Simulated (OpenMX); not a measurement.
**InSe in OpenMX: convergence with VNA**

The system is InSe.

```
CELL_PARAMETERS angstrom
2.00000 1.15470 8.44000
-2.00000 1.15470 8.44000
0.00000 -2.30940 8.44000
ATOMIC_POSITIONS crystal
In 0.88458 0.89363 0.89031
In 0.01091 0.98164 0.00702
Se 0.17259 0.18001 0.15776
Se 0.38400 0.38034 0.38969
```

The cell isn't the ideal one: atoms moved at random, drawn with an rms of 0.05 Å.

| Property | Result |
| --- | --- |
| Program | OpenMX 3.8.5 |
| Task | convergence study |
| Functional | LDA |
| Potentials or basis | OpenMX 2013 LDA set, In7.0-s3p2d1, Se7.0-s3p2d1, grid cutoff 500 Ry |
| k mesh | 7 × 7 × 7 |
| Occupations | fermi-dirac, width 0.05 eV |
| Spin | no spin polarisation |

These are the settings of the first run; the series varies VNA, with any setting tied to it.

Hardware: 1 thread of Arm Neoverse V2 (shared host).

```csv
VNA,"energy less the tightest run, at zero smearing (meV/atom)",pressure (GPa),largest force (eV/Å),gap on the mesh (eV),SCF cycles,CPU time (s),peak memory (GiB)
1 3,-12.37,-0.75,0.402,0.779,19,49,0.49
2 4,5.98,-0.63,0.398,0.676,19,50,0.5
3 6,0.25,-0.73,0.388,0.703,19,50,0.56
4 8,-1.03,-0.77,0.392,0.704,19,52,0.57
5 10,-0.21,-0.77,0.391,0.702,19,53,0.53
6 12,0.02,-0.77,0.391,0.701,19,55,0.6
6 16,0.00,-0.76,0.391,0.700,19,58,0.67
```

Against the tightest run, the energy stays within 1 meV/atom from 5 10 on; the pressure stays within 0.1 GPa from 3 6 on; the largest force stays within 0.005 eV/Å from 3 6 on; the gap on the mesh stays within 0.01 eV from 3 6 on. The tightest run that finished is the yardstick and may itself not be fully converged.

Caveat, for the tightest run too: spin-orbit coupling is left out, which moves the levels of the heavy elements; an odd mesh through Γ misses points on the zone boundary, where band edges often lie; the basis of atomic orbitals isn't converged, which shifts pressures, moduli and gaps.
